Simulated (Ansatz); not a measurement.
# Pb under changes of volume

One of the cells (30.323 Å³/atom); the others are scaled copies at fixed shape and fractional positions:

```
Pb
1.0
     0.00000    2.47502    2.47502
     2.47502    0.00000    2.47502
     2.47502    2.47502    0.00000
Pb
1
Direct
  0.00000 0.00000 0.00000
```

```yaml
Program: Ansatz 0.2.0
Functional: LDA
Potentials_or_basis: JTH PAW LDA
Cutoff: 1800 eV
Density_cutoff: 9000 eV
k_mesh: 9 × 9 × 9
Occupations: fermi-dirac, width 0.05 eV
Spin: no spin polarisation
```

| volume (Å³/atom) | energy over the lowest point (meV/atom) | pressure (GPa) |
| --- | --- | --- |
| 28.503 | ? | ? |
| 29.110 | 0.00 | -0.1 |
| 29.716 | 2.54 | -1.2 |
| 30.323 | 8.83 | -2.1 |
| 30.929 | 18.32 | -2.9 |
| 31.535 | 30.56 | -3.6 |
| 32.142 | 45.25 | -4.2 |

Task: What does the run at 28.503 Å³/atom give?

Result: Energy over the lowest point 1.76 meV/atom; pressure 1.1 GPa.

Worked out: A Birch-Murnaghan fit of order 3 (a polynomial in V^(-2/3)) to the other rows has its minimum at 29.04 Å³/atom, just outside them, with B0 = V·E''(V) = 55 GPa and B' = 5.8. It gives 1.74 meV/atom at 28.503 Å³/atom, against the run's 1.76, and -dE/dV = 1.1 GPa, against 1.1.

Energies are extrapolated to zero smearing.
